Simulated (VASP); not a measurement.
A run of VASP 6.6.1:

File INCAR:

```
SYSTEM = Ni3Ge
PREC = Accurate
ENCUT = 500
EDIFF = 1E-6
ISMEAR = 0
SIGMA = 0.05
LREAL = .False.
LASPH = .True.
NELM = 120
ALGO = Normal
ISIF = 2
LWAVE = .False.
LCHARG = .False.
ISPIN = 2
MAGMOM = 0 1 1 1
LORBIT = 11
LMAXMIX = 4
GGA = CA
```

The input KPOINTS:

```
regular mesh
0
Gamma
  8 8 8
  0 0 0
```

File POSCAR:

```
Ni3Ge
1.0
    3.5303341067      0.0000000000      0.0000000000
    0.0000000000      3.5303341067      0.0000000000
    0.0000000000      0.0000000000      3.5303341067
Ge Ni
1 3
Direct
    0.0000000000      0.0000000000      0.0000000000
    0.5000000000      0.5000000000      0.0000000000
    0.0000000000      0.5000000000      0.5000000000
    0.5000000000      0.0000000000      0.5000000000
```

Potentials or basis: VASP PAW LDA potentials, release 64 (Ge, Ni).

Launch:

```sh
$ cat potpaw_LDA.64/Ge/POTCAR potpaw_LDA.64/Ni/POTCAR > POTCAR
$ mpirun -np 1 vasp_std > vasp.out
```

Hardware: 1 thread of Intel(R) Xeon(R) Platinum 8559C (Emerald Rapids), on a shared host.

**Question.** Estimate the wall time of this run.

**Answer.** Wall time 33 s on 1 thread of Intel(R) Xeon(R) Platinum 8559C (Emerald Rapids) (shared host), peak memory 0.18 GiB. Counts: scf iterations 14, k points 35.
